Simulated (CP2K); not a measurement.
# A worked fit of the energy against the mesh, with one run withheld: ZnTe (R3m, 2 atoms in the cell)

```xyz
2
Lattice="4.3004 0.0000 0.0000 2.1502 3.7243 0.0000 2.1502 1.2414 3.5113" Properties=species:S:1:pos:R:3 pbc="T T T"
Zn     0.0408     0.0236     0.0167
Te     2.1502     1.2414     0.8778
```

Method: PBE, GPW, DZVP-MOLOPT-SR-GTH basis, GTH-PBE potentials (GTH_POTENTIALS) in CP2K.

Base settings: CUTOFF = 600 Ry; REL_CUTOFF = 60 Ry; SMEAR/METHOD = FERMI_DIRAC; ELECTRONIC_TEMPERATURE = 580.23 K; KPOINTS/SCHEME = MONKHORST-PACK 3 3 3; XC_FUNCTIONAL = PBE; Zn/BASIS_SET = DZVP-MOLOPT-SR-GTH; Zn/POTENTIAL = GTH-PBE-q12; Te/BASIS_SET = DZVP-MOLOPT-SR-GTH; Te/POTENTIAL = GTH-PBE-q6.

The last step of the ladder, which sets the zero, is KPOINTS/SCHEME = MONKHORST-PACK 15 15 15.

The starting cell has typed, rounded lattice constants, without a prior relaxation at this level. Its lattice was rescaled by up to half a per cent. One atom was moved a little off its site on purpose. Values carry the incompleteness of an atom-centred basis. In the cell shown, with a pressure of about 3 GPa the cell is away from its equilibrium volume at this level.

In a gapped crystal the sum over the mesh converges exponentially with the size of the supercell that the mesh stands for: ln(ΔF) = a + b·N.

```
KPOINTS/SCHEME        divisions along the first axis  F less the last step's (meV/atom)  ln of it
--------------------  ------------------------------  ---------------------------------  --------
MONKHORST-PACK 4 4 4                               4                              45.01     3.807
MONKHORST-PACK 5 5 5                               5                              13.53     2.605
MONKHORST-PACK 6 6 6                               6                                  ?         ?
MONKHORST-PACK 7 7 7                               7                               1.63     0.489
MONKHORST-PACK 8 8 8                               8                               0.63    -0.462
```

**Question.** Fit the line to the 4 rows given and predict the withheld one.

**Answer.** Means: x̄ = 6.0000, ȳ = 1.6098. Σ(x − x̄)(y − ȳ) = -10.65 and Σ(x − x̄)² = 10.00, so b = -1.065 and a = ȳ − b·x̄ = 7.9998; each further division cuts the miss by a factor of 2.9. The largest residual of the fitted rows is 0.070. At x = 6 the line gives 1.610, that is 5.00 meV/atom. The run gave 4.51 meV/atom, a miss of 0.49 meV/atom (11 %). The table is a window of a longer ladder. The rows were chosen because the form fits them, the withheld one included, so this shows the method and is no test of the form.

Left out of this page: 6 runs of the series outside the window shown, repeating another row's setting, or not comparable.
